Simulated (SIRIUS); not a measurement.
# BN: equation of state with PBEsol

**Experimental background.**

“Effect of nanostructuration on compressibility of cubic BN”, 2012, arxiv:1208.3664 quotes, for a bulk crystal of BN at 300 K: bulk modulus 395 ± 2 GPa.

BN:

```
N B
1.0
     0.00000    1.81300    1.81300
     1.81300    0.00000    1.81300
     1.81300    1.81300    0.00000
N B
1 1
Cartesian
  0.9065 0.9065 0.9065
  0.0000 0.0000 0.0000
```

The cell is a database's computed one.

* Program: SIRIUS 7.10.0
* Task: equation of state
* Functional: PBEsol
* Potentials or basis: PseudoDojo 0.4.1 PBEsol standard (scalar relativistic)
* Cutoff: 1152 eV
* Density cutoff: 4606 eV
* k mesh: 13 × 13 × 13
* Occupations: fermi-dirac, width 0.05 eV
* Spin: no spin polarisation

* Equilibrium volume: 5.87 Å³/atom
* Bulk modulus: 385 GPa
* Pressure derivative of the bulk modulus: 3.7

Energy against volume, from the lowest point:
```tsv
volume (Å³/atom)	energy (meV/atom)
5.602	15.56
5.721	4.50
5.840	0.00
5.959	1.46
6.078	8.33
6.198	20.14
6.317	36.44
```

All runs of the series together: 89 s on 1 thread of Arm Neoverse V2 (shared host).

A measured bulk modulus of BN is 395 GPa (300 K; quoted in “Effect of nanostructuration on compressibility of cubic BN”, 2012, arxiv:1208.3664); the calculated 385 GPa misses it by -2.5 %. The fit is for a static lattice scaled at fixed shape and fixed fractional positions.
